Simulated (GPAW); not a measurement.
Runs of GPAW 26.7.0 on W. Symmetry: Im-3m, No. 229, cubic system. Conventional cell: a = 3.165 Å, b = 3.165 Å, c = 3.165 Å, α = 90.00°, β = 90.00°, γ = 90.00°. Around W (site symmetry m-3m) lie 8 W at 2.74 Å. 

```csv
task,level,potentials or basis,spin,cell,smearing,optimizer,fmax,max steps,convergence,band path,gap on the mesh (eV),pressure (GPa),V0 of scaled cells (Å³/atom),relaxed volume (Å³/atom),B0 (GPa)
equation of state,AM05,"PAW data sets generated in the run's folder for this functional, pw",off,as given,fermi-dirac 0.05 eV,-,-,-,-,-,-,-,15.61,-,321
single point,LDA,"the program's PAW data sets (release 1.2.1) made for this functional, pw",off,as given,gaussian 0.05 eV,-,-,-,-,-,none,-9.9,-,-,-
relaxation of cell and atoms,RPBE+D4,"the program's PAW data sets (release 1.2.1) made for this functional, pw",off,relaxed,fermi-dirac 0.05 eV,BFGS,0.02 eV/Å,100,density=1e-05 forces=0.0001,-,none,0.0,-,15.74,-
equation of state,BP86,"PAW data sets generated in the run's folder for this functional, pw",off,as given,fermi-dirac 0.05 eV,-,-,-,-,-,-,-,16.14,-,296
equation of state,revPBE+D3,"the program's PAW data sets (release 1.2.1) made for this functional, pw",off,as given,fermi-dirac 0.05 eV,-,-,-,-,-,-,-,15.56,-,328
relaxation of cell and atoms,revPBE+D3(BJ),"the program's PAW data sets (release 1.2.1) made for this functional, pw",off,relaxed,fermi-dirac 0.05 eV,FIRE,0.01 eV/Å,60,density=1e-05 forces=0.0001,-,none,0.0,-,(b),-
band structure,LDA,"the program's PAW data sets (release 1.2.1) made for this functional, pw","SOC, no magnetisation",as given,fermi-dirac 0.05 eV,-,-,-,-,"GHNGPH,PN",-,-9.9,-,-,-
relaxation of cell and atoms,BLYP+D3(BJ),"PAW data sets generated in the run's folder for this functional, pw",off,relaxed,fermi-dirac 0.05 eV,FIRE,0.02 eV/Å,100,density=1e-05 forces=0.0001,-,none,-0.1,-,(a),-
relaxation of cell and atoms,BLYP+D4,"PAW data sets generated in the run's folder for this functional, pw",off,relaxed,fermi-dirac 0.05 eV,BFGS,0.05 eV/Å,60,density=1e-05 forces=0.0001,-,none,-0.2,-,15.90,-
relaxation of cell and atoms,revPBE+D4,"the program's PAW data sets (release 1.2.1) made for this functional, pw",off,relaxed,fermi-dirac 0.05 eV,FIRE,0.01 eV/Å,100,density=1e-05 forces=0.0001,-,none,-0.1,-,(d),-
single point,RPBE,"the program's PAW data sets (release 1.2.1) made for this functional, pw",off,as given,gaussian 0.05 eV,-,-,-,-,-,none,(c),-,-,-
```

Alike in all rows: k mesh 12 × 12 × 12; cutoff (eV) 600.

Q: Estimate the missing entries.

A: (a) 15.66; (b) 15.63; (c) 10.0; (d) 15.79.

Caveats: later steps reuse the first step's grids (some runs); pairwise dispersion overbinds metals, which lowers pressure and volume (some runs); spin-orbit coupling was added after a scalar SCF, so levels and gaps hold it while energy, forces, pressure and moments don't (some runs); this program's spin-orbit splittings come out too wide for heavy elements (some runs).

A k mesh can miss the band edges, and rows without SOC leave out spin-orbit coupling on W.

A gap of «none» marks a metal or a gap under the smearing width.

Runs at the PBE level aren't shown here.
